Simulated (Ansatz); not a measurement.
# Structure relaxation of Be3S

Level of theory: Ansatz, DFT PBE, scalar-relativistic, plane waves, PAW. Cutoff 420 eV, Γ-centred k mesh, Gaussian smearing, no spin polarisation in the final step.

The start puts Be3S on the Cu3Au (L1_2) structure type (Pm-3m, No. 221), with S in place of Au, Be in place of Cu, at a guessed volume.

```yaml
crystal:
  lattice:
    - [3.49798, 0.00000, 0.00000]
    - [0.00000, 3.49798, 0.00000]
    - [0.00000, 0.00000, 3.49798]
  atoms:
    - { symbol: Be, position: [0.00000, 0.50000, 0.50000] }
    - { symbol: Be, position: [0.50000, 0.00000, 0.50000] }
    - { symbol: Be, position: [0.50000, 0.50000, 0.00000] }
    - { symbol: S, position: [0.00000, 0.00000, 0.00000] }
```

Cell and atoms relax at zero pressure; the relaxation can't lower the symmetry of the start.

Energies over the elements count from the elements' standard structures at the same level, with no empirical corrections.

Describe the relaxed structure.

It keeps Pm-3m (No. 221). The result has the Cu3Au (L1_2) structure. Conventional cell: a = 3.476 Å. Around Be lie 4 S at 2.46 Å and 8 Be at 2.46 Å; around S lie 12 Be at 2.46 Å.

```xyz
4
Lattice="3.4764 0.0000 0.0000 0.0000 3.4764 0.0000 0.0000 0.0000 3.4764" Properties=species:S:1:pos:R:3 pbc="T T T"
Be    0.0000    1.7382    1.7382
Be    1.7382    0.0000    1.7382
Be    1.7382    1.7382    0.0000
S     0.0000    0.0000    0.0000
```

What are its volume, energy, density and gap?

The volume per atom is 10.50 Å³. The density is 2.34 g/cm³ and the energy over the elements is 0.62 eV/atom. The gap on the 14×14×14 mesh is 0 eV (a metal).

The final run used a 14×14×14 mesh on its 4-atom cell and 0.10 eV smearing. The k mesh leaves about 4 meV/atom of noise in metals. A later test with randomly moved atoms lowered the energy by 648 meV/atom on a coarse mesh, so it isn't stable against such moves and is likely a saddle point held by symmetry.

Cost: 5 runs of about 12 core-minutes in all, on Arm Neoverse V2 (shared hosts).